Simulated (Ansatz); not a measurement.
Working through cell relaxations under several functionals of Ta, space group Fm-3m

Program: Ansatz 0.2.0 through its Python package.

The script reads `ta.vasp`:
```text
Ta
1.0
   0.00000000    2.11000000    2.11000000
   2.11000000    0.00000000    2.11000000
   2.11000000    2.11000000    0.00000000
Ta
1
Direct
   0.00000000    0.00000000    0.00000000
```

Notebook, run cell by cell (the value of a cell's last expression is shown):

```python
import ansatz as az
from ase.io import read
import numpy as np
```

```python
KSPACING = 0.2
SMEARING = "methfessel_paxton"
FORCE_TOL = 0.05
```

```python
def edges_and_angles(cell):
    cell = np.asarray(cell)
    a, b, c = np.linalg.norm(cell, axis=1)
    cosines = cell[1] @ cell[2] / (b * c), cell[0] @ cell[2] / (a * c), cell[0] @ cell[1] / (a * b)
    return (a, b, c, *np.degrees(np.arccos(cosines)))
```

```python
atoms = read("ta.vasp", format="vasp")
cell = az.Crystal.from_ase(atoms)

[site.symbol for site in cell.resolved().sites]
```

    ['Ta']

```python
model = (
    cell.calculation()
    .kpoints(spacing=KSPACING)
    .occupations(SMEARING)
    .relax(cell=True, force_tolerance=FORCE_TOL)
)

levels = [("r2scan", "none"), ("pbe", "none"), ("lda", "none")]
print("level            a       b       c    alpha   beta  gamma  V/atom  steps")
for name, dispersion in levels:
    seen = []
    run = model.functional(name, dispersion=dispersion).session().plan()
    result = run.execute(on_event=lambda e: seen.append(e) if e["event"] == "relax_step" else None)
    cell = result.lattice.cell_ang
    label = name if dispersion == "none" else f"{name}+{dispersion}"
    print("{:13s} {:7.4f} {:7.4f} {:7.4f} {:6.2f} {:6.2f} {:6.2f}".format(label, *edges_and_angles(cell)), f"{abs(np.linalg.det(cell)) / len(result.lattice.sites):7.3f} {len(seen):5d}")
```

    level            a       b       c    alpha   beta  gamma  V/atom  steps
    DeckWarning: basis.ecutwfc = 500 eV, auto-derived from the records' recommended cutoffs: set by Ta (their level for a meta-GGA)
    r2scan         2.9745  2.9745  2.9745  60.00  60.00  60.00  18.609     5
    DeckWarning: basis.ecutwfc = 420 eV, auto-derived from the records' recommended cutoffs: set by Ta (normal level)
    pbe            2.9862  2.9862  2.9862  60.00  60.00  60.00  18.830     4
    lda            2.9282  2.9282  2.9282  60.00  60.00  60.00  17.754     6

From smallest to largest: LDA (17.75 Å³ an atom, -5.5 % against the start), r2SCAN (18.61 Å³ an atom, -1.0 % against the start) and PBE (18.83 Å³ an atom, +0.2 % against the start). The spread is 6.1 % in volume.

Edges and angles are those of the cell as typed, here a primitive one, not of the conventional cell. Spin-orbit coupling, which matters for elements this heavy, is left out. This isn't the structure that Ta takes at ambient conditions. Warnings are shown shortened and without file and line. It ran for 21 s on 1 thread of Intel(R) Xeon(R) Processor @ 2.30GHz (shared host), peak memory 0.6 GiB.
